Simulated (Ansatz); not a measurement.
Input and output of a self-consistent single point for GeTe (R3m, 2 atoms in the cell) (Ansatz, a program for electronic structure)

Level of theory: PBE (plane waves, PAW; Ansatz).

Input:

Ansatz 0.2 input:
```yaml
# GeTe
crystal:
  lattice:
    - [2.100778, 1.212885, 3.690064]
    - [-2.100778, 1.212885, 3.690064]
    - [0.000000, -2.425771, 3.690064]
  atoms:
    - { symbol: Ge, position: [0.996747, 0.996747, 0.996747] }
    - { symbol: Te, position: [0.528777, 0.528777, 0.528777] }
basis:
  ecutwfc: 30.9 Ry
kpoints:
  mp_grid:
    grid: [7, 7, 7]
hamiltonian:
  xc: pbe
  pseudopotentials:
    kind: paw
scf:
  occupations:
    method: fixed
output:
  forces: true
  eigenvalues: true
  stress: true
```

The program printed (abridged):

```
WARN ansatz: RAYON_NUM_THREADS=1 ignored (pool sized by the plan → 1); use --threads N
Pseudopotentials: kind: paw
Pseudopotential: Ge, paw, valence charge 14
Pseudopotential: Te, paw, valence charge 16
Crystal: 2 atoms, lattice volume = 56.414 Å³
Basis set: ecut = 420.4159175005146 eV, 1099 PW (Γ), exchange–correlation on 60×60×60 points (8 copies of the dense FFT grid, shifted against one another)
Bands: 19, of which v1, the nominal top of the filled ones, is band 15 counted from 1 (14 counted from 0)
Symmetry: 6 space group operations
Space group: R3m (ITA 160), of the structure as read, at distance tolerance 3.8e-5 Å
k-points: 44 of 343 (time reversal used)
Initial density: superposition of atomic densities (neutral atoms: chi_scale 0, normalization atom), corrected by the library's trained network
Initial wavefunctions: pseudopotential atomic-orbital guess
Eigensolver: davidson
Functional: x = pbe(κ = 0.804, μ = 0.2195149727645171), c = pbe(β = 0.06672455060314922)
SCF iter   1: F=—  HF=-11275.131806 eV  |F-HF|=—  |Δ(HF+E_count)|=         —  Δρ=1.61e-3  dr2=1.99e-3  ethr=1.77e-3  ⟨swp⟩=4.8  Hψ=3505  notcnv=0  defer=81
all-band conjugate gradients solve this SCF's bands
preconditioner: auto → none
SCF iter   2: F=—  HF=-11275.130347 eV  |F-HF|=—  |Δ(HF+E_count)|=   1.46e-3  Δρ=5.17e-4  dr2=9.25e-5  ethr=6.65e-6  ⟨swp⟩=2.6  Hψ=1802  notcnv=0  defer=86
SCF iter   3: F=—  HF=-11275.130422 eV  |F-HF|=—  |Δ(HF+E_count)|=   7.48e-5  Δρ=2.57e-4  dr2=1.68e-5  ethr=3.08e-7  ⟨swp⟩=3.0  Hψ=1485  notcnv=0  defer=86
SCF iter   4: F=—  HF=-11275.130459 eV  |F-HF|=—  |Δ(HF+E_count)|=   3.64e-5  Δρ=8.70e-5  dr2=2.73e-6  ethr=5.59e-8  ⟨swp⟩=3.0  Hψ=1496  notcnv=0  defer=88
SCF iter   5: F=—  HF=-11275.130461 eV  |F-HF|=—  |Δ(HF+E_count)|=   2.32e-6  Δρ=1.97e-5  dr2=2.39e-7  ethr=9.10e-9  ⟨swp⟩=2.3  Hψ=1368  notcnv=0  defer=88
SCF iter   6: F=-11275.130461 eV  HF=-11275.130461 eV  |F-HF|=7.86e-10  |Δ(HF+E_count)|=   8.19e-8  Δρ=6.68e-6  dr2=1.68e-8  ethr=3.33e-10  ⟨swp⟩=9.0  Hψ=4541  notcnv=0
SCF 1 converged in 6 iterations: F = -11275.130461 eV  dr2 = 1.68e-8
SCF converged after 6 iterations
Free energy (F): -11275.130461 eV
Harris-Foulkes:  -11275.130461 eV  (|F-HF|=7.86e-10)
Internal energy: -11275.130461 eV  (E = F + TS)
E sigma→0 (E₀):  -11275.130461 eV
Fermi energy:    8.581950 eV
--- Per-component energies (eV) ---
  E_band       = -409.430406
  E_kinetic    = 289.134805
  E_local      = -3608.504858  (includes V_loc(G=0)·N_el)
  E_nonlocal   = 103.569241
  E_hartree    = 1828.817104
  E_xc         = -199.211995
  E_vxc        = -167.651923  (∫ρ·V_xc dr)
  E_paw        = -6677.167483  (= ΣΔE_a)
  E_vpaw       = -683.608719  (= ΣTr[D̂ρ^β])
  E_aug_tail   = 0.000114  (compensation charges beyond the density's cutoff)
  E_ewald      = -3011.767388
  E_smearing   = -0.000000  (= −TS)
  E_closure    = -0.000000  (closes the sum)
  Σ components = -11275.130461   (vs F -11275.130461, Δ=0.00e0)
--- Forces (eV/Å), atoms counted from 1 ---
  atom   1  Ge    -0.00000000     0.00000000    -0.05164009
  atom   2  Te     0.00000000    -0.00000000     0.05164072
  max |Σ_I F_I| component: 6.27e-7 eV/Å
--- Stress (GPa, compression-positive) ---
        0.290812       0.000000       0.000000
       -0.000000       0.290812       0.000000
       -0.000000       0.000000      -0.494087
  P = ⅓ Tr σ = 0.0292 GPa (0.292 kbar)
  The stress holds the Pulay correction. Without it, at fixed plane waves, as pw.x and ABINIT print it: P = 0.0039 GPa
--- Band table (eV; the first three rows and the last of 44) ---
  k-point 0: bands = ["-28.1907", "-28.1907", "-28.1798", "-28.1798", "-28.1754", "-16.0920", "-16.0920", "-16.0837", "-16.0837", "-16.0805", "-4.2197", "3.6647", "6.8190", "7.1236", "7.1236", "11.3556", "11.9158", "11.9158", "14.6807"]
  k-point 1: bands = ["-28.1907", "-28.1903", "-28.1798", "-28.1797", "-28.1752", "-16.0923", "-16.0916", "-16.0839", "-16.0839", "-16.0802", "-4.0174", "2.9191", "6.7879", "7.0625", "7.4434", "11.0092", "11.4190", "11.4431", "14.1382"]
  k-point 2: bands = ["-28.1907", "-28.1895", "-28.1799", "-28.1797", "-28.1746", "-16.0932", "-16.0910", "-16.0841", "-16.0840", "-16.0793", "-3.4462", "1.4374", "6.7858", "6.9560", "7.9260", "10.0237", "10.4265", "10.5052", "14.7624"]
  k-point 43: bands = ["-28.1908", "-28.1904", "-28.1791", "-28.1789", "-28.1747", "-16.0936", "-16.0927", "-16.0830", "-16.0827", "-16.0797", "-2.8876", "0.2944", "5.7090", "6.9448", "7.9906", "10.2362", "10.2865", "11.9898", "15.7779"]
```

The run converged in 6 iterations.

The starting cell comes from a database of computed structures (which also holds hypothetical and non-ambient phases and stackings), without a prior relaxation at this level. Its lattice was rescaled by up to half a per cent. One atom was moved a little off its site on purpose. Spin-orbit coupling is off. Ansatz's pressure includes its estimate of the finite-basis (Pulay) stress. Another mesh or the band path of this cell gives a smaller gap, so this value is not converged in the mesh.
